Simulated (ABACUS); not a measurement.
PbS (Galena) under changes of volume

One of the cells (26.086 Å³/atom); the others are scaled copies at fixed shape and fractional positions:

```
CELL_PARAMETERS angstrom
0.00000 2.96575 2.96575
2.96575 0.00000 2.96575
2.96575 2.96575 0.00000
ATOMIC_POSITIONS crystal
Pb 0.00000 0.00000 0.00000
S 0.50000 0.50000 0.50000
```

| Quantity | Value |
| --- | --- |
| Program | ABACUS 3.10.1 |
| Functional | r2SCAN |
| Potentials or basis | SG15 ONCV 1.2 PBE |
| Cutoff | 993 eV |
| Density cutoff | 3973 eV |
| Basis | plane waves |
| k mesh | 5 × 5 × 5 |
| Occupations | fermi-dirac, width 0.05 eV |
| Spin | no spin polarisation |

```csv
volume (Å³/atom),energy over the lowest point (meV/atom),pressure (GPa)
24.521,20.06,4.3
25.042,8.71,2.7
25.564,2.19,1.3
26.086,0.00,0.0
26.607,1.70,-1.1
27.129,6.89,-2.1
27.651,?,?
```

Question: What does the run at 27.651 Å³/atom give?

Answer: Energy over the lowest point 15.22 meV/atom; pressure -3.0 GPa.

Worked out: A Birch-Murnaghan fit of order 3 (a polynomial in V^(-2/3)) to the other rows has its minimum at 26.11 Å³/atom with B0 = V·E''(V) = 59 GPa and B' = 4.5. It gives 15.21 meV/atom at 27.651 Å³/atom, against the run's 15.22, and -dE/dV = -3.0 GPa, against -3.0.

Energies are extrapolated to zero smearing.

Caveats: the potentials were made for another functional, which shifts forces and pressure.
